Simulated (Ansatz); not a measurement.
# How much does Cr in Cu(111), 2x2 scatter?

Wanted: the reflection from a plane of defects, Cr in Cu(111), 2x2, and the resistivity it implies.

Calculated with Ansatz 0.2.0; Ansatz plane-wave DFT, PBE, PAW files, collinear spin; ballistic transport by layer matching (Landauer), zero bias; PAW set soft_1.

## (1) Starting point

The cell holds 44 atoms: 43 Cu and 1 Cr. Its edges and angles: a = 5.112 Å, b = 5.112 Å, c = 23.005 Å, α = 86.8°, β = 93.2°, γ = 120.0°. It derives from Cu. Regions: lead, 24 atoms (24 Cu); scattering region, 20 atoms (19 Cu and 1 Cr). The structure is stacked along c, and the current runs across the ab planes.

## (2) Transmission at ideal sites

The defect sits in one plane of the supercell, all atoms on ideal sites; the layers about the cell's end are the lead. The mesh across the current, 12×12, is finer than the density's, because channels open and close sharply across the zone. Energies from -0.1 to 0.1 eV in steps of 0.05 eV are too few for the program's thermal sum, so it prints no conductance; for a metal the transmission near the Fermi level serves, at a fraction of the cost.

Input file input.yaml:

```yaml
crystal:
  lattice:
    - [5.1123254594, 0.0, 0.0]
    - [-2.5561627297, 4.4274037203, 0.0]
    - [-1.2780813649, 0.73790062, 22.9580794202]
  atoms:
    - { symbol: Cu, position: [0.0075757576, 0.9924242424, 0.0454545455] }
    - { symbol: Cu, position: [0.0075757576, 0.4924242424, 0.0454545455] }
    - { symbol: Cu, position: [0.5075757576, 0.9924242424, 0.0454545455] }
    - { symbol: Cu, position: [0.5075757576, 0.4924242424, 0.0454545455] }
    - { symbol: Cu, position: [0.1893939394, 0.3106060606, 0.1363636364] }
    - { symbol: Cu, position: [0.1893939394, 0.8106060606, 0.1363636364] }
    - { symbol: Cu, position: [0.6893939394, 0.3106060606, 0.1363636364] }
    - { symbol: Cu, position: [0.6893939394, 0.8106060606, 0.1363636364] }
    - { symbol: Cu, position: [0.3712121212, 0.1287878788, 0.2272727273] }
    - { symbol: Cu, position: [0.3712121212, 0.6287878788, 0.2272727273] }
    - { symbol: Cu, position: [0.8712121212, 0.1287878788, 0.2272727273] }
    - { symbol: Cu, position: [0.8712121212, 0.6287878788, 0.2272727273] }
    - { symbol: Cu, position: [0.053030303, 0.946969697, 0.3181818182] }
    - { symbol: Cu, position: [0.053030303, 0.446969697, 0.3181818182] }
    - { symbol: Cu, position: [0.553030303, 0.946969697, 0.3181818182] }
    - { symbol: Cu, position: [0.553030303, 0.446969697, 0.3181818182] }
    - { symbol: Cu, position: [0.2348484848, 0.2651515152, 0.4090909091] }
    - { symbol: Cu, position: [0.2348484848, 0.7651515152, 0.4090909091] }
    - { symbol: Cu, position: [0.7348484848, 0.2651515152, 0.4090909091] }
    - { symbol: Cu, position: [0.7348484848, 0.7651515152, 0.4090909091] }
    - { symbol: Cr, position: [0.4166666667, 0.0833333333, 0.5], spin: 2.5 }
    - { symbol: Cu, position: [0.4166666667, 0.5833333333, 0.5] }
    - { symbol: Cu, position: [0.9166666667, 0.0833333333, 0.5] }
    - { symbol: Cu, position: [0.9166666667, 0.5833333333, 0.5] }
    - { symbol: Cu, position: [0.0984848485, 0.9015151515, 0.5909090909] }
    - { symbol: Cu, position: [0.0984848485, 0.4015151515, 0.5909090909] }
    - { symbol: Cu, position: [0.5984848485, 0.9015151515, 0.5909090909] }
    - { symbol: Cu, position: [0.5984848485, 0.4015151515, 0.5909090909] }
    - { symbol: Cu, position: [0.2803030303, 0.2196969697, 0.6818181818] }
    - { symbol: Cu, position: [0.2803030303, 0.7196969697, 0.6818181818] }
    - { symbol: Cu, position: [0.7803030303, 0.2196969697, 0.6818181818] }
    - { symbol: Cu, position: [0.7803030303, 0.7196969697, 0.6818181818] }
    - { symbol: Cu, position: [0.4621212121, 0.0378787879, 0.7727272727] }
    - { symbol: Cu, position: [0.4621212121, 0.5378787879, 0.7727272727] }
    - { symbol: Cu, position: [0.9621212121, 0.0378787879, 0.7727272727] }
    - { symbol: Cu, position: [0.9621212121, 0.5378787879, 0.7727272727] }
    - { symbol: Cu, position: [0.1439393939, 0.8560606061, 0.8636363636] }
    - { symbol: Cu, position: [0.1439393939, 0.3560606061, 0.8636363636] }
    - { symbol: Cu, position: [0.6439393939, 0.8560606061, 0.8636363636] }
    - { symbol: Cu, position: [0.6439393939, 0.3560606061, 0.8636363636] }
    - { symbol: Cu, position: [0.3257575758, 0.1742424242, 0.9545454545] }
    - { symbol: Cu, position: [0.3257575758, 0.6742424242, 0.9545454545] }
    - { symbol: Cu, position: [0.8257575758, 0.1742424242, 0.9545454545] }
    - { symbol: Cu, position: [0.8257575758, 0.6742424242, 0.9545454545] }
magnetization:
  spin_polarized: true
kpoints:
  mp_grid: { grid: [5, 5, 1] }
hamiltonian:
  xc: pbe
  pseudopotentials: { kind: paw, azcp: { folder: soft_1 } }
scf:
  occupations: { method: fermi_dirac, width: 0.1 }
output:
  transmission: { leads: [[0, 4]], kmesh: [12, 12], e_range: [-0.1, 0.1], de: 0.05 }
  write_potential: true
  write_density: true
  volumetric_format: npy
  elf: true
```

Run with:

```
$ ansatz run input.yaml --threads 4 --pin off --max-ram 15360MiB --backend cpu --events-out ev --progress --plain --runs-dir out
```

Numbers of over 12 decimals in the logs are rounded to 6 here.

Output:

```text
Engine: ansatz 0.2.0, aarch64-unknown-linux-gnu
Pseudopotentials: kind: paw
Pseudopotential: Cu, paw, valence charge 19, recommended cutoff 420 eV (normal), soft_1/Cu.paw.azcp
Pseudopotential: Cr, paw, valence charge 14, recommended cutoff 420 eV (normal), soft_1/Cr.paw.azcp
Functional definition: PBE
  parameter kappa = 0.804
  parameter beta = 0.066725
  exchange = pbe_x(kappa = kappa, mu = beta*pi^2/3)
  correlation = pbe_c(beta = beta)
Crystal: 44 atoms, lattice volume = 519.641 Å³
Basis set: ecut = 420 eV, 10219 PW (Γ)
Bands: 501, of which v1, the nominal top of the filled ones, is band 416 counted from 1 (415 counted from 0)
Symmetry: 4 space group operations
Space group: C2/m (ITA 12), of the structure as read, at distance tolerance 8.0e-5 Å
Magnetic group: BNS 12.58 (UNI 65), of the structure as read, at distance tolerance 8.0e-5 Å
k-points: 9 of 25
Non-local potential: Cu, projectors of the file, l = 0: 3, l = 1: 2, l = 2: 3, l = 3: 1
Non-local potential: Cr, projectors of the file, l = 0: 3, l = 1: 2, l = 2: 3, l = 3: 1
PAW form: soft (Blöchl's): semilocal exchange-correlation on the pseudo side does not see the compensation charge
PAW one-centre angular grid: Cu, 590 points (default); XC on 64 Gauss nodes
PAW one-centre angular grid: Cr, 590 points (default); XC on 64 Gauss nodes
Initial density: superposition of atomic densities (chi_scale 0.1, normalization cell)
Starting moments: Σ|m| = 2.5 μB on 1 of 44 sites
Initial wavefunctions: pseudopotential atomic-orbital guess
Functional: x = pbe(κ = 0.804, μ = 0.219515), c = pbe(β = 0.066725)
SCF iter   1: F=—  HF=-288301.159293 eV  |F-HF|=—  |Δ(HF+E_count)|=         —  Δρ=1.38e-1 (↑1.34e-1 ↓1.38e-1)  dr2=2.37e2  dr2_m=1.42e-1  M=2.879 μB ∫|m|=3.172 μB  β_m=0.30  ethr=3.10e-3  ⟨swp⟩=4.9  Hψ=27594  notcnv=0  defer=25
Mixer restart at iter 1: flushing history
preconditioner: auto → Kerker (q_TF=auto, 2.950 Å⁻¹)  [metal: Δε(μ)=0.003 eV  Ē_g=9.005 eV  σ=0.100 eV  W_gap=0.01  n_scr=240 (ndim 8)  ℏωp=35.7 eV  f_vac=0.000  D(μ)=25.70/eV (n_scr^D=250)]
spin=Collinear: Kerker preconditioning applied to the charge; magnetization (m = ρ↑ − ρ↓) channel mixes plain (no charge-response kernel on spin).
SCF iter   2: F=—  HF=-288268.336870 eV  |F-HF|=—  |Δ(HF+E_count)|=    3.28e1  Δρ=3.31e-2 (↑2.91e-2 ↓3.31e-2)  dr2=1.73e1  dr2_m=3.93e-1  M=3.413 μB ∫|m|=3.794 μB  β_m=0.34  ethr=3.10e-3  ⟨swp⟩=2.0  Hψ=18283  notcnv=0  defer=1053
SCF iter   3: F=—  HF=-288262.987084 eV  |F-HF|=—  |Δ(HF+E_count)|=    5.35e0  Δρ=2.91e-2 (↑2.68e-2 ↓2.91e-2)  dr2=1.40e1  dr2_m=2.70e-1  M=3.553 μB ∫|m|=3.986 μB  β_m=0.46  ethr=2.08e-3  ⟨swp⟩=2.0  Hψ=10700  notcnv=0  defer=1096
[...]
transmission: 303 of 3010 steps passed
transmission: 602 of 3010 steps passed
[...]
transmission: 3010 of 3010 steps passed
SCF converged after 27 iterations
Magnetization: 3.7336 μB (417.3668 up, 413.6332 down)
Absolute magnetization: 4.3393 μB (∫|ρ↑−ρ↓|, with the PAW one-centre terms)
Spin contamination: 1.0035 ħ² per cell (⟨S²⟩ above its minimum at these occupations)
Per-site moments (μB) at R_I (Å): [(0.000941477, 1.054417), (-0.00300823, 1.054417), (-0.00100546, 1.054417), (0.000941477, 1.054417), (-0.000244015, 1.054417), (0.00143387, 1.054417), (0.00143387, 1.054417), (-0.00333891, 1.054417), (-0.0072186, 1.054417), (0.00298236, 1.054417), (0.00298236, 1.054417), (0.0022862, 1.054417), (0.00174209, 1.054417), (-0.011792, 1.054417), (0.00174586, 1.054417), (0.00174209, 1.05441 [...]
Free energy (F): -288259.653621 eV
Harris-Foulkes:  -288259.653621 eV  (|F-HF|=1.11e-8)
Internal energy: -288259.103733 eV  (E = F + TS)
E sigma→0 (E₀):  -288259.378677 eV
Entropy (-TS):   -0.549888 eV (-12.497 meV/atom)
Fermi energy:    16.394971 eV
--- Per-component energies (eV) ---
  E_band       = -15931.321306
  E_kinetic    = 11560.636399
  E_local      = -195340.193566  (includes V_loc(G=0)·N_el)
  E_nonlocal   = 38293.498392
  E_hartree    = 82831.827269
  E_xc         = -3085.203587
  E_vxc        = -3981.751874  (∫ρ·V_xc dr)
  E_paw        = -79251.981103  (= ΣΔE_a)
  E_vpaw       = -32127.216849  (= ΣTr[D̂ρ^β])
  E_aug_tail   = 0.045062  (compensation charges beyond the density's cutoff)
  E_ewald      = -143267.732600
  E_smearing   = -0.549888  (= −TS)
  E_closure    = 0.000000  (closes the sum)
  Σ components = -288259.653621   (vs F -288259.653621, Δ=0.00e0)
--- Band table (eV; the first three rows and the last of 18) ---
  k-point 0 ↑: bands = [... 412 lower, 16.2130, 16.3081, 16.3181, 16.6454, 16.7477, 16.9907, 17.0011, 17.0860, ... 81 higher]
  k-point 1 ↑: bands = [... 412 lower, 16.0594, 16.1264, 16.1870, 16.2089, 16.2653, 16.3575, 16.4679, 16.5070, ... 81 higher]
  k-point 2 ↑: bands = [... 412 lower, 16.1431, 16.1624, 16.1703, 16.2061, 16.2726, 16.3775, 16.4458, 16.6992, ... 81 higher]
  k-point 8 ↓: bands = [... 412 lower, 16.2409, 16.2468, 16.4051, 16.4427, 16.6049, 16.6357, 16.9905, 17.2449, ... 81 higher]
--- Transmission ---
  basis      : 199 plane waves across, 35 finite elements along
  points     : 43, standing for a mesh of 12 x 12
  energies   : 5 from -0.100000 to 0.100000 eV about the Fermi level, 0.050000 eV apart; the leads are filled to 0.000000 eV, and channels, transmission and decay are at 0.000000 eV
  crystal 0  : Cu4, at the sites [0, 4], period 2.0871 Å, over 20.87 Å; its Hamiltonian steps by up to 1.5 meV
    offset         : up to 0.0000 Å between an atom of the period and one for which it stands
    channels       : 3.145833e0 up, 3.145833e0 down
    conductance    : none, the energies end too early or step too widely for 300 K: set another output.transmission.e_range or a lower de, or, where they end at an eighth of basis.ecutwfc, a higher one
  junction   : crystal 0 to crystal 0, 0.70 to 21.57 Å
    transmission   : 2.522719e0 up, 2.455328e0 down
    conductance    : none, the energies end too early or step too widely for 300 K: set another output.transmission.e_range or a lower de, or, where they end at an eighth of basis.ecutwfc, a higher one
```

Elapsed: 26 min, on 4 threads of Arm Neoverse N1, shared host; peak memory 6.5 GiB.

Numbers from this step:

* free energy: -288259.6536 eV
* energy at zero smearing: -288259.3787 eV
* Fermi energy: 16.39 eV
* magnetization: 3.734 μB
* absolute magnetization: 4.339 μB
* cell area: 22.63 Å²
* transmission, spin up: 2.523
* transmission, spin down: 2.455
* open channels, spin up: 3.146
* open channels, spin down: 3.146
* step of the lead's potential: 1.5 meV

Per spin. Table of transmission, zone mean by energy, zero at the Fermi level:

```csv
energy (eV),T up,T down
-0.1000,2.43,2.51
-0.0500,2.48,2.49
0.0000,2.52,2.46
0.0500,2.55,2.42
0.1000,2.58,2.33
```

Per spin. The open channels, zone mean, lead up = lead down stays at 3.15 for energy from -0.1 to 0.1 eV.

Transmission over k1 and k2. At 0.0000 eV from the Fermi level, spin up.

Ten even steps from '0' (1.93) to '9' (3.21):
```
474444743223
348444843322
344955943332
344540454333
444506605444
778946564987
444450660544
333345404544
323334955944
322334844484
432234744447
743334743334
```
Columns: k1 (b1) from -0.5 to 0.417; rows upwards: k2 (b2) from -0.5 to 0.417.

Open channels over k1 and k2. At 0.0000 eV from the Fermi level, spin up.

Ten even steps from '_' (3.00) to '@' (4.00):
```
__@@________@@__________
____@@______@@__________
______@@____@@__________
________________________
________________________
@@@@@@@@__________@@@@@@
________________________
________________________
____________@@____@@____
____________@@______@@__
____________@@________@@
@@__________@@__________
```
Columns: k1 (b1) from -0.5 to 0.417; rows upwards: k2 (b2) from -0.5 to 0.417.

Transmission over k1 and k2. At 0.0000 eV from the Fermi level, spin down.

Ten even steps from '_' (1.05) to '@' (2.92):
```
**%%########%%**########
####@@##%%##@@##########
######@@%%%%@@##########
####%%%%##**##%%%%######
**####%%**====**%%####**
%%%%@@@@##==__==##@@@@%%
****####%%**====**%%####
########%%%%##**##%%%%##
############@@%%%%@@####
############@@##%%##@@##
**########**%%########%%
%%**######**%%**######**
```
Columns: k1 (b1) from -0.5 to 0.417; rows upwards: k2 (b2) from -0.5 to 0.417.

Open channels over k1 and k2. At 0.0000 eV from the Fermi level, spin down.

Ten even steps from '_' (3.00) to '@' (4.00):
```
__@@________@@__________
____@@______@@__________
______@@____@@__________
________________________
________________________
@@@@@@@@__________@@@@@@
________________________
________________________
____________@@____@@____
____________@@______@@__
____________@@________@@
@@__________@@__________
```
Columns: k1 (b1) from -0.5 to 0.417; rows upwards: k2 (b2) from -0.5 to 0.417.

Spin density in the ca plane at fractional y = 0.083, with atoms of Cr and Cu within 0.2 Å of it.

Ten even steps from '0' (0.0 e/Å³) to '9' (3.6 e/Å³), each cell a mean:
```
00000000000000000000000000000000000000000000
00000000000000000000000000000000000000000000
00000000000000000000000000000000000000000000
00000000000000000000000000000000000000000000
00000000000000000000000000000000000000000000
00000000000000000000000000000000000000000000
00000000000000000000000023100000000000000000
00000000000000000000000169400000000000000000
00000000000000000000000168300000000000000000
00000000000000000000000022100000000000000000
00000000000000000000000000000000000000000000
00000000000000000000000000000000000000000000
00000000000000000000000000000000000000000000
00000000000000000000000000000000000000000000
```
Columns run along c (16.0 Å, from fractional 0.11 to 0.80 of the cell), rows up along a (5.1 Å). Atoms in or near the plane, at fractional coordinates: Cr at (0.50, 0.42), Cu at (0.50, 0.92), Cu at (0.77, 0.46), Cu at (0.77, 0.96).

Electrostatic potential energy in the ca plane at fractional y = 0.083, with atoms of Cr and Cu within 0.2 Å of it. With pseudopotentials it is smooth inside the atoms' cores, unlike the true potential.

Ten even steps from '0' (-44 eV) to '9' (19 eV), each cell a mean:
```
99999962258999999999998400169999999999995001
99999830027999999999998400179999999988997435
99999830038999999999999733589988999766899888
99999964469986789988899988899877898634799999
99999998899963479986799999999877899645899878
99999999999853479987899876799988999878997424
99999998789976799999999644479999999999995000
99999962258999999999998555469999999999995001
99999830027999999999998545469999999988997435
99999830038999999999998644589988999766899888
99999964469986789988899877899877898634799999
99999998899963479986799999999877899645899878
99999999999853479987899987899988999878997424
99999998789976799999999731489999999999995000
```
Columns run along c (16.0 Å, from fractional 0.11 to 0.80 of the cell; values clipped at the 3rd and 97th percentile), rows up along a (5.1 Å). Atoms in or near the plane, at fractional coordinates: Cr at (0.50, 0.42), Cu at (0.50, 0.92), Cu at (0.77, 0.46), Cu at (0.77, 0.96).

ELF in the ca plane at fractional y = 0.083, with atoms of Cr and Cu within 0.2 Å of it. It is the smooth field of the valence electrons, not physical close to the nuclei.

Ten even steps from '0' (0.15) to '9' (0.87), each cell a mean:
```
11011000000100001111110036101111111111100140
11111003400111111111110025001111111000000000
10111002200110001100010000001000010000000000
10011000000000000000001000011000000000001100
10001100001000000000001110111000000000000000
10000110011000000000001001001000010000000000
10001100000000000000010156301110111001100141
11011000000100001111210389610221111111100140
11111003400111111111210389611211110000000000
10111002200110001100110145201100010000000000
10011000000000000000011000011000000000001100
10001100001000000000001111111000000000000000
10000110011000000000001000011000010000000000
10001100000000001100010000001100111001100141
```
Columns run along c (16.0 Å, from fractional 0.11 to 0.80 of the cell), rows up along a (5.1 Å). Atoms in or near the plane, at fractional coordinates: Cr at (0.50, 0.42), Cu at (0.50, 0.92), Cu at (0.77, 0.46), Cu at (0.77, 0.96).

Nearest the Fermi level spin up passes 2.52 of 3.15 channels of the lower lead and spin down 2.46 of 3.15.

## (3) Resistance at ideal sites

This step: Ansatz plane-wave DFT, PBE, PAW files, collinear spin; ballistic transport by layer matching (Landauer), zero bias; area resistance of the defect plane and resistivity an atomic per cent; PAW set soft_1 (Ansatz 0.2.0).

Numbers from this step:

* area resistance: 0.2460 fΩ m²
* T over the leads' mean channel count: 0.7901
* spin asymmetry γ: 0.06311 (R down - R up) / (R down + R up)
* resistivity per at.% scaled from this dense plane, with the factor 3/4 for isotropic scattering: 3.536 µΩ cm

Averaged over the energies near the Fermi level, 79.0 % of the channels pass, which makes 0.246 fΩ m².

By hand, with means over the energies near the Fermi level: RA per spin = A (h/e²)(1/T − ½[1/N₁ + 1/N₂]); spin up: 22.63×10⁻²⁰ m² × 25 813 Ω × (1/2.518 − ½[1/3.146 + 1/3.146]) = 0.463 fΩ m²; spin down: 22.63×10⁻²⁰ m² × 25 813 Ω × (1/2.452 − ½[1/3.146 + 1/3.146]) = 0.525 fΩ m². The spins conduct in parallel, so 1/RA = 1/0.463 + 1/0.525 and RA = 0.246 fΩ m²; γ = (0.525 − 0.463)/(0.525 + 0.463) = 0.063.

## (4) Summary of results

- share of channels that pass, rigid: 0.790
- area resistance, rigid: 0.246 fΩ m²
- resistivity per at.% from the area resistance, times 3/4, rigid: 3.54 µΩ cm

In words: The plane of defects adds 0.25 fΩ m². Scaled to one atomic per cent that is 4.7 µΩ cm as it stands and 3.5 with the factor 3/4 for isotropic scattering on a spherical Fermi surface; with the reflection in place of the resistance taken as linear in the density it would be 2.8. These are rough estimates of the dilute value, not bounds. One Cr in each 2x2 cell reflects 21 % of the lead's channels. The defect scatters spin down more strongly (asymmetry 0.063). The defects form a dense periodic sheet that scatters coherently, unlike a dilute random alloy. T and N are means over the solved energies nearest the Fermi level. One magnetic start was tried, and the two spins conduct in parallel without mixing.

[Logs are printed without paths, hosts, clocks, repeated set-up lines and the standing remarks that a program may print on its own settings, such as how far it seeks lower states.]

[Hosts, paths, dates, database ids (printed as entryN), source tags and the programs' standing remarks are cut or masked in the printed files.]
